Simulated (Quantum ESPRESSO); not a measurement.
# ZrB2 under changes of volume

One of the cells (10.249 Å³/atom); the others are scaled copies at fixed shape and fractional positions:

```
CELL_PARAMETERS angstrom
3.17000 0.00000 0.00000
-1.58500 2.74530 0.00000
0.00000 0.00000 3.53300
ATOMIC_POSITIONS crystal
Zr 0.00000 0.00000 0.00000
B 0.66667 0.33333 0.50000
B 0.33333 0.66667 0.50000
```

- Program: Quantum ESPRESSO 7.5
- Functional: PBE
- Potentials or basis: SSSP 1.3 efficiency PBE
- Cutoff: 748 eV
- Density cutoff: 5987 eV
- k mesh: 10 × 10 × 8
- Occupations: fermi-dirac, width 0.05 eV
- Spin: no spin polarisation

```tsv
volume (Å³/atom)	energy over the lowest point (meV/atom)	pressure (GPa)
9.634	?	?
9.839	14.67	11.1
10.044	3.93	5.6
10.249	0.00	0.5
10.454	2.24	-4.1
10.659	10.07	-8.3
10.864	22.98	-12.0
```

**Question.** What does the run at 9.634 Å³/atom give?

**Answer.** Energy over the lowest point 32.91 meV/atom; pressure 17.3 GPa.

Worked out: A Birch-Murnaghan fit of order 3 (a polynomial in V^(-2/3)) to the other rows has its minimum at 10.27 Å³/atom with B0 = V·E''(V) = 239 GPa and B' = 3.9 at fixed shape and positions, which overstates the stiffness. It gives 32.92 meV/atom at 9.634 Å³/atom, against the run's 32.91, and -dE/dV = 17.4 GPa, against 17.3.

Energies are extrapolated to zero smearing.
